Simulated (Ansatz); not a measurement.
# SiO2: the cost of one run

Method: DFT, PBE, plane-wave PAW, default files, scalar-relativistic, as far as a step names no other, in Ansatz 0.2.0.

## Step 1: The system as given

It takes space group I-42d (No. 122, tetragonal). The conventional cell has a = 4.748 Å, b = 4.748 Å, c = 7.488 Å, α = 90.00°, β = 90.00°, γ = 90.00°. Si (site symmetry -4) has 4 O at 1.63 Å as nearest neighbours. Around O (site symmetry 2) lie 2 Si at 1.63 Å.

Structure file:

```
CELL_PARAMETERS angstrom
-2.37405 2.37405 3.74400
2.37405 -2.37405 3.74400
2.37405 2.37405 -3.74400
ATOMIC_POSITIONS crystal
Si 0.00000 0.00000 0.00000
Si 0.75000 0.25000 0.50000
O 0.00142 0.62500 0.87642
O 0.37500 0.25142 0.37642
O 0.74858 0.12500 0.12358
O 0.87500 0.99858 0.62358
```

The earlier run gave: gap on the mesh 6.01 eV, largest force 0.002 eV/Å, pressure 2.1 GPa.

Like atoms gathered into sites:

| site | atoms | first shell | V_zz (10²¹ V/m²) | η | C_Q (MHz) |
| --- | --- | --- | --- | --- | --- |
| Si | 1, 2 | 4 O at 1.63 Å | -0.57 | 0.00 | – |
| O | 3, 4, 5, 6 | 2 Si at 1.63 Å, angle 137° | 8.97 | 0.34 | -5.55 (¹⁷O) |

V_zz is the principal component of the electric field gradient with the largest magnitude, η = (V_xx − V_yy)/V_zz and C_Q = eQV_zz/h. Q values from Pyykkö, Mol. Phys. 116, 1328 (2018). A dash under C_Q marks elements without a common quadrupolar isotope.

## Step 2: A check on settings: scf.mixing.algorithm = broyden, scf.mixing.beta = 0.1, hamiltonian.pseudopotentials = kind: paw, source: jth

input.yaml reads:

```yaml
crystal:
  lattice:
    - [-2.37405, 2.37405, 3.744]
    - [2.37405, -2.37405, 3.744]
    - [2.37405, 2.37405, -3.744]
  atoms:
    - { symbol: Si, position: [0.0, 0.0, 0.0] }
    - { symbol: Si, position: [0.75, 0.25, 0.5] }
    - { symbol: O, position: [1.0014241066, 0.625, 0.8764241066] }
    - { symbol: O, position: [0.375, 0.2514241066, 0.3764241066] }
    - { symbol: O, position: [0.7485758934, 0.125, 0.1235758934] }
    - { symbol: O, position: [0.875, -0.0014241066, 0.6235758934] }
kpoints:
  mp_grid: { grid: [6, 6, 6] }
scf:
  occupations: { method: fermi_dirac, width: 0.02 }
  mixing: { algorithm: broyden, beta: 0.1 }
hamiltonian:
  xc: pbe
  pseudopotentials: { kind: paw, source: jth }
output:
  forces: true
  stress: true
  populations: true
  efg: { quadrupole_moments_barn: { O: -0.02558 }, contact_densities: true }
```

On the command line:

```bash
> ansatz run input.yaml --threads 1 --pin off --max-ram 3072MiB --backend cpu --events-out ev --progress --plain --runs-dir out
```

**Question.** How long does this run take on 1 thread of Intel Xeon 6975P-C (Granite Rapids), shared host, and how much memory does it need?

About 22 s, with a peak of 0.83 GiB.
